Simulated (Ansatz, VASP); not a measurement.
Given: the input of a run of Ansatz 0.2.0 on C (Carbon). 

Contents of input.yaml:

```yaml
crystal:
  lattice:
    - [2.5221, 0.0, 0.0]
    - [-1.26105, 2.1842026709, 0.0]
    - [0.0, 0.0, 8.2371]
  atoms:
    - { symbol: C, position: [0.6666666667, 0.3333333333, 0.84375] }
    - { symbol: C, position: [0.3333333333, 0.6666666667, 0.34375] }
    - { symbol: C, position: [0.6666666667, 0.3333333333, 0.65625] }
    - { symbol: C, position: [0.3333333333, 0.6666666667, 0.15625] }
    - { symbol: C, position: [0.0, 0.0, 0.90625] }
    - { symbol: C, position: [0.0, 0.0, 0.40625] }
    - { symbol: C, position: [0.0, 0.0, 0.59375] }
    - { symbol: C, position: [0.0, 0.0, 0.09375] }
hamiltonian:
  xc: rpbe
  pseudopotentials: { kind: paw }
  dispersion: d3bj
kpoints:
  mp_grid: { grid: [12, 12, 4] }
scf:
  occupations: { method: fermi_dirac, width: 0.05 }
output:
  forces: true
  stress: true
  write_density: true
  write_potential: true
  elf: true
  volumetric_format: npy
relax:
  f_tol: 0.01
  max_steps: 40
  cell: { stress_tol: 0.05 }
```

Potentials or basis: Ansatz PAW.

Run with:

```console
$ ansatz run input.yaml --threads 2 --pin off --max-ram 5120MiB --backend cpu --events-out ev --progress --plain --runs-dir out
```

Translate it to VASP 6.6.1. Potentials or basis there: PBE PAW files C, 600 eV.

As run (cutoffs and basis follow the program's own potentials, and thresholds, step limits or extra output files can differ):

Contents of INCAR:

```
  PREC = Accurate
  ENCUT = 600
  EDIFF = 1E-6
  ISMEAR = -1
  SIGMA = 0.05
  LREAL = False
  LASPH = True
  NELM = 80
  ALGO = Normal
  ISIF = 3
  LWAVE = False
  LCHARG = False
  GGA = RP
  IVDW = 12
  IBRION = 2
  NSW = 40
  EDIFFG = -0.01
```

Contents of KPOINTS:

```
regular mesh
0
Gamma
  12 12 4
```

Contents of POSCAR:

```
C
1.0
    2.5221000000      0.0000000000      0.0000000000
   -1.2610500000      2.1842026709      0.0000000000
    0.0000000000      0.0000000000      8.2371000000
C
8
Direct
    0.6666666667      0.3333333333      0.8437500000
    0.3333333333      0.6666666667      0.3437500000
    0.6666666667      0.3333333333      0.6562500000
    0.3333333333      0.6666666667      0.1562500000
    0.0000000000      0.0000000000      0.9062500000
    0.0000000000      0.0000000000      0.4062500000
    0.0000000000      0.0000000000      0.5937500000
    0.0000000000      0.0000000000      0.0937500000
```

Potentials or basis: VASP PAW PBE potentials, release 64 (C).

Run with:

```console
$ cat potpaw_PBE.64/C/POTCAR > POTCAR
$ mpirun -np 1 vasp_std > vasp.out
```

Both were run:

|  | Ansatz | VASP |
| --- | --- | --- |
| Relaxed volume | 5.54 Å³/atom | 5.54 Å³/atom |
| Relaxed cell | a = 2.494 Å, b = 2.494 Å, c = 8.226 Å, α = 90.00°, β = 90.00°, γ = 120.00° | a = 2.494 Å, b = 2.494 Å, c = 8.224 Å, α = 90.00°, β = 90.00°, γ = 120.00° |
| Space group after relaxing | P6_3/mmc (No. 194) | P6_3/mmc (No. 194) |
| Pressure after relaxing | 0.0 GPa | 0.0 GPa |

Ansatz's pressure holds a Pulay term of +0.89 GPa for its cutoff of 420 eV, which the other run lacks.

Ansatz's potentials were made for PBE. VASP's potentials were made for PBE.

Where Ansatz's input types no cutoff or centring, it takes its own default and a Γ-centred mesh.

Pressure is positive in compression.
